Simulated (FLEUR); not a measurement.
# Pd (P6_3/mmc) in FLEUR: notebook, part 2 of 2

FLEUR MaX-R8.1 (later development tree). The steps go on from the part before.

## Step 5: Equation of state, SCAN, 15.53 Å³/atom

inp.xml reads:

```xml
<?xml version="1.0" encoding="UTF-8" standalone="no"?>
<fleurInput fleurInputVersion="0.39">
   <comment>
      Pd                                                                                                  
   </comment>
   <calculationSetup>
      <cutoffs Kmax="4.15" Gmax="12.9" GmaxXC="12.9" numbands="0"/>
      <scfLoop itmax="80" minDistance="0.0001" maxIterBroyd="30" imix="Anderson" alpha="0.05" precondParam="0.0" spinf="2.0" sdNocoIR="T"/>
      <coreElectrons ctail="F" frcor="F" kcrel="0" coretail_lmax="0"/>
      <xcFunctional name="LibXC" relativisticCorrections="F">
         <LibXCName exchange="mgga_x_scan" correlation="mgga_c_scan"/>
         <AuxGGA exchange="117" correlation="130"/>
      </xcFunctional>
      <magnetism jspins="1"/>
      <soc l_soc="F" theta="0.0" phi="0.0" spav="F"/>
      <expertModes spex="0" secvar="F"/>
      <geometryOptimization l_f="F" forcealpha="1.0" forcemix="BFGS" epsdisp="0.00001" epsforce="0.00001"/>
      <ldaU l_linMix="F" mixParam="0.05" spinf="1.0"/>
   </calculationSetup>
   <cell>
      <bzIntegration valenceElectrons="36.0" mode="hist" fermiSmearingEnergy="0.00183747">
         <kPointListSelection listName="default-1"/>
         <!-- k-points included here -->
         <xi:include xmlns:xi="http://www.w3.org/2001/XInclude" href="kpts.xml"> </xi:include>
      </bzIntegration>
      <!-- symmetry operations included here -->
      <xi:include xmlns:xi="http://www.w3.org/2001/XInclude" href="sym.xml"> </xi:include>
      <bulkLattice scale="1.0000000000">
         <bravaisMatrix>
            <row-1>    5.2603645591841151     0.0000000000000000     0.0000000000000000</row-1>
            <row-2>   -2.6301822795920575     4.5556093414404790     0.0000000000000000</row-2>
            <row-3>    0.0000000000000000     0.0000000000000000     8.7473400300780675</row-3>
         </bravaisMatrix>
      </bulkLattice>
   </cell>
   <atomSpecies>
      <species name="Palladium (Pd)" element="Pd" atomicNumber="46">
         <mtSphere radius="2.36" gridPoints="807" logIncrement="0.016"/>
         <atomicCutoffs lmax="10" lnonsphr="10"/>
         <electronConfig flipSpins="F">
            <coreConfig>(1s1/2) (2s1/2) (2p1/2) (2p3/2) (3s1/2) (3p1/2) (3p3/2) (3d3/2) (3d5/2)</coreConfig>
            <valenceConfig>(4s1/2) (4p1/2) (4p3/2) (5s1/2) (4d3/2) (4d5/2)</valenceConfig>
            <stateOccupation state="(5s1/2)" spinUp="0.500000" spinDown="0.500000"/>
            <stateOccupation state="(4d3/2)" spinUp="1.800000" spinDown="1.800000"/>
            <stateOccupation state="(4d5/2)" spinUp="2.700000" spinDown="2.700000"/>
         </electronConfig>
         <energyParameters s="5" p="5" d="4" f="4"/>
         <lo type="SCLO" l="0" n="4" eDeriv="0"/>
         <lo type="SCLO" l="1" n="4" eDeriv="0"/>
         <lo type="SCLO" l="1" n="4" eDeriv="1"/>
         <lo type="SCLO" l="2" n="4" eDeriv="2"/>
         <lo type="SCLO" l="3" n="4" eDeriv="2"/>
      </species>
   </atomSpecies>
   <atomGroups>
      <atomGroup species="Palladium (Pd)">
         <relPos label="                   1">1.000/3.000 -1.000/3.000 1.000/4.000</relPos>
         <relPos label="                   2">-1.000/3.000 1.000/3.000 -1.000/4.000</relPos>
         <force calculate="T" relaxXYZ="TTT"/>
      </atomGroup>
   </atomGroups>
   <output dos="F" band="F" slice="F">
      <checks vchk="F" cdinf="F"/>
      <bandDOS minEnergy="-.5*Htr" maxEnergy="0.5*Htr" sigma="0.015" storeEVData="T"/>
      <vacuumDOS vacdos="F" integ="F" star="F" nstars="0" locx1="0.0" locy1="0.0" locx2="0.0" locy2="0.0" nstm="0" tworkf="0.0"/>
      <unfoldingBand unfoldBand="F" supercellX="1" supercellY="1" supercellZ="1"/>
      <plotting iplot="0" polar="F">
         <plot TwoD="T" vec1="  1.0  0.0  0.0" vec2="  0.0  1.0  0.0" vec3="  0.0  0.0  1.0" zero="  0.0  0.0  0.0" file="plot"/>
      </plotting>
      <chargeDensitySlicing numkpt="0" minEigenval="0.0" maxEigenval="0.0" nnne="0" pallst="F"/>
      <specialOutput eonly="F"/>
      <moessbauerParams electricFieldGradient="T" isomerShift="T" coreHyperfine="T" valenceHyperfine="T"/>
      <magneticCircularDichroism mcd="F" energyLo="-10.0" energyUp="0.0"/>
   </output>
  <!-- We include the file relax.xml here to enable relaxations (see documentation) -->
  <xi:include xmlns:xi="http://www.w3.org/2001/XInclude" href="relax.xml"> <xi:fallback/> </xi:include>
</fleurInput>
```

Launch:

```console
$ inpgen -f crystal.txt -profile fastHighL
$ # inp.xml edited to the form shown
$ fleur_MPI
```

It took 54 s on 1 thread of Intel Xeon at 2.70GHz, shared host; peak memory 0.09 GiB.

The run converged. Its results:

```
Free energy                                           : -274702.3745 eV
Band gap on the k mesh                                : none (metal or under the smearing width)
Valence electrons inside the program's atomic spheres : Pd 16.43 (radii Pd 2.36 bohr)
```

Caveat: the meta-GGA is that of a development version, with a GGA for the radial functions and cores and without core tails.

## Step 6: Equation of state, SCAN, 16.15 Å³/atom (volume scaled by 1.04)

Changes to inp.xml since step 5:

```diff
@@ -27,3 +27,3 @@
       <xi:include xmlns:xi="http://www.w3.org/2001/XInclude" href="sym.xml"> </xi:include>
-      <bulkLattice scale="1.0000000000">
+      <bulkLattice scale="1.0131594038">
          <bravaisMatrix>
```

Potentials or basis: all-electron, FLAPW.

Launch:

```console
$ inpgen -f crystal.txt -profile fastHighL
$ # inp.xml edited to the form shown
$ fleur_MPI
```

Run time: 50 s. Hardware: 1 thread of Intel Xeon at 2.70GHz, shared host; peak memory 0.09 GiB.

It converged, with:

```yaml
Free_energy: -274702.2926 eV
Band_gap_on_the_k_mesh: none (metal or under the smearing width)
Valence_electrons_inside_the_program's_atomic_spheres: Pd 16.40 (radii Pd 2.36 bohr)
```

Caveat: the meta-GGA is that of a development version, with a GGA for the radial functions and cores and without core tails.

## Step 7: Equation of state, SCAN, 16.46 Å³/atom (volume scaled by 1.06)

Changes to inp.xml since step 6:

```diff
@@ -27,3 +27,3 @@
       <xi:include xmlns:xi="http://www.w3.org/2001/XInclude" href="sym.xml"> </xi:include>
-      <bulkLattice scale="1.0131594038">
+      <bulkLattice scale="1.0196128224">
          <bravaisMatrix>
```

Launch:

```console
$ inpgen -f crystal.txt -profile fastHighL
$ # inp.xml edited to the form shown
$ fleur_MPI
```

It took 56 s on 1 thread of Intel Xeon at 2.70GHz, shared host; peak memory 0.09 GiB.

The run converged. Its results:

```
Free energy                                           : -274702.2383 eV
Band gap on the k mesh                                : none (metal or under the smearing width)
Valence electrons inside the program's atomic spheres : Pd 16.38 (radii Pd 2.36 bohr)
```

Caveat: the meta-GGA is that of a development version, with a GGA for the radial functions and cores and without core tails.

## Step 8: Equation of state, SCAN

This step only gathers the single runs of the series.

Results:

| Quantity | Value |
| --- | --- |
| Equilibrium volume | 14.81 Å³/atom |
| Bulk modulus at fixed shape and positions | 190 GPa |

Energy against volume, from the lowest point:
| volume (Å³/atom) | energy (meV/atom) |
| --- | --- |
| 14.600 | 1.44 |
| 14.910 | 0.00 |
| 15.531 | 18.28 |
| 16.153 | 59.24 |
| 16.463 | 86.37 |

Caveat: the meta-GGA is that of a development version, with a GGA for the radial functions and cores and without core tails; the cell was scaled at fixed shape and fractional positions, which overstates the stiffness of a crystal with free parameters, most of all of layers and chains.
